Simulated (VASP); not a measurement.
Runs of VASP 6.6.1 on Sn3Ge13. Symmetry: Cm, No. 8, monoclinic system. Conventional cell: a = 14.330 Å, b = 8.269 Å, c = 8.271 Å, α = 90.00°, β = 125.16°, γ = 90.00°. Sn (site symmetry m) has 4 Ge at 2.60 to 2.62 Å as nearest neighbours. Sn (site symmetry m) has 3 Ge at 2.57 to 2.59 Å and 1 Sn at 2.71 Å as nearest neighbours. Sn (site symmetry m) is surrounded by 3 Ge at 2.59 to 2.60 Å and 1 Sn at 2.71 Å. Around Ge (site symmetry 1) lie 3 Ge at 2.45 to 2.51 Å and 1 Sn at 2.60 Å. Ge (site symmetry 1) is surrounded by 4 Ge at 2.47 to 2.55 Å. Ge (site symmetry m) has 4 Ge at 2.49 to 2.54 Å as nearest neighbours. Ge (site symmetry m) is surrounded by 3 Ge at 2.48 to 2.50 Å and 1 Sn at 2.59 Å. Around Ge (site symmetry 1) lie 2 Ge at 2.45 to 2.47 Å and 2 Sn at 2.57 to 2.60 Å. The cell was built by a generator and needn't be a form met in nature.

| task | level | spin | cell | k mesh | cutoff (eV) | gap on the mesh (eV) | pressure (GPa) | largest force (eV/Å) |
| --- | --- | --- | --- | --- | --- | --- | --- | --- |
| band structure | PBEsol | SOC, no magnetisation | Cm, 25.04 Å³/atom | 4 × 4 × 4 | 520 | - | -0.1 | 0.03 |
| band structure | PBEsol | off | Cm, 25.04 Å³/atom | 6 × 6 × 6 | 520 | - | 0.0 | 0.01 |
| relaxation of cell and atoms | PBEsol | off | relaxed | 6 × 6 × 6 | 600 | (a) | 0.0 | 0.01 |
| band structure | r2SCAN | off | Cm, 25.04 Å³/atom | 6 × 6 × 6 | 520 | (b) | 0.2 | 0.08 |

Alike in all rows: potentials or basis VASP PAW PBE potentials, release 64 (Sn_d, Ge_d); smearing gaussian 0.03 eV.

Estimate the missing entries.

(a) none; (b) 0.03.

Caveats: the PAW data sets were made with another functional, which shifts forces and pressure a little; spin-orbit coupling is left out, which moves the levels of the heavy elements (some runs).

A k mesh can miss the band edges, and rows without SOC leave out spin-orbit coupling on Ge, Sn.
